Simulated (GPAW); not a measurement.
Wanted: an ASE script for a GPAW 26.7.0 run.

* Task: band structure
* Functional: LDA
* Potentials or basis: the program's PAW data sets (release 1.2.1) made for this functional
* Cutoff: 600 eV
* Basis: pw
* k mesh: 8 × 8 × 8
* Occupations: fermi-dirac, width 0.05 eV
* Spin: no spin polarisation
* Maxiter: 150
* Band path: GXWKGLUWLK,UX
* Band points: 60

The system is Al2Pt.

```
CELL_PARAMETERS angstrom
0.00000 2.95500 2.95500
2.95500 0.00000 2.95500
2.95500 2.95500 0.00000
ATOMIC_POSITIONS crystal
Pt 0.00000 0.00000 0.00000
Al 0.75000 0.75000 0.75000
Al 0.25000 0.25000 0.25000
```

These files were run (other wordings do the same):

run.py

```python
from ase import Atoms
from ase.dft.bandgap import bandgap
from ase.io import write
from ase.units import GPa
from gpaw import GPAW, PW

atoms = Atoms(['Pt', 'Al', 'Al'],
              cell=[[0.0, 2.955, 2.955],
                    [2.955, 0.0, 2.955],
                    [2.955, 2.955, 0.0]],
              scaled_positions=[[0.0, 0.0, 0.0],
                                [0.75, 0.75, 0.75],
                                [0.25, 0.25, 0.25]],
              pbc=True)

calc = GPAW(mode=PW(600),
            xc='LDA',
            kpts={'size': (8, 8, 8), 'gamma': True},
            occupations={'name': 'fermi-dirac', 'width': 0.05},
            nbands=23,
            convergence={'density': 1e-05, 'energy': 1e-05},
            maxiter=150,
            txt='gpaw.txt')
atoms.calc = calc
energy = atoms.get_potential_energy()
forces = atoms.get_forces()
stress = atoms.get_stress()
calc.write('gs.gpw')
write('result.traj', atoms)
print(f'Energy: {energy:.6f} eV')
print('Forces (eV/A):')
print(forces.round(4))
print('Stress (GPa):', (stress / GPa).round(3))
print('Fermi level:', round(calc.get_fermi_level(), 4), 'eV')
print(f'Gap: {bandgap(calc)[0]:.4f} eV, direct: {bandgap(calc, direct=True)[0]:.4f} eV')

path = atoms.cell.bandpath('GXWKGLUWLK,UX', npoints=60, eps=1e-4)
bs_calc = calc.fixed_density(kpts=path, symmetry='off', nbands=36,
                             convergence={'bands': 'CBM+6.0', 'eigenstates': 1e-6}, txt='bands.txt')
bs = bs_calc.band_structure()
bs.write('bs.json')
print(f'Gap on the path: {bandgap(bs_calc)[0]:.4f} eV')
```

Potentials or basis: the program's PAW data sets (release 1.2.1) made for this functional, pw.

The run is started by

```sh
$ OMP_NUM_THREADS=1 python run.py
```

It gave:

- Pressure: -3.6 GPa
- Band gap along the path: none (metal or under the smearing width)

Caveat: spin-orbit coupling is left out, which moves the levels of the heavy elements.

Wall time 45 s on 1 thread of Intel(R) Xeon(R) Platinum 8488C (Sapphire Rapids), with other jobs on the host, peak memory 0.28 GiB.
